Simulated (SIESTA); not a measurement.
CsPbCl3:

```
Pb Cs Cl
1.0
     5.60500    0.00000    0.00000
     0.00000    5.60500    0.00000
     0.00000    0.00000    5.60500
Pb Cs Cl
1 1 3
Direct
  0.50000 0.50000 0.50000
  0.00000 0.00000 0.00000
  0.50000 0.00000 0.50000
  0.00000 0.50000 0.50000
  0.50000 0.50000 0.00000
```

Base run:

```yaml
Program: SIESTA 5.4.2
Functional: PBE
Potentials_or_basis: PseudoDojo 0.4 standard (PBE files)
Basis: TZDP (energy shift 0.01 Ry; d shell added on Cs)
Grid_cutoff: 800 Ry
Energy_shift: 0.01 Ry
k_mesh: 5 × 5 × 5
Occupations: fermi-dirac, width 0.05 eV
Spin: no spin polarisation
```

Its results: pressure 0.6 GPa.

**Question.** The run is repeated on the same cell with these changes: basis from TZDP (energy shift 0.01 Ry; d shell added on Cs) to TZDP (energy shift 0.002 Ry; d shell added on Cs); energy shift from 0.01 Ry to 0.002 Ry. What comes out?

**Answer.** Pressure 2.1 GPa.

Caveats: semicore shells carry a single zeta, which can move pressures by several GPa and volumes by a few percent; the basis of atomic orbitals isn't converged, which shifts pressures, moduli and gaps.

Not every run made on this cell is shown here.
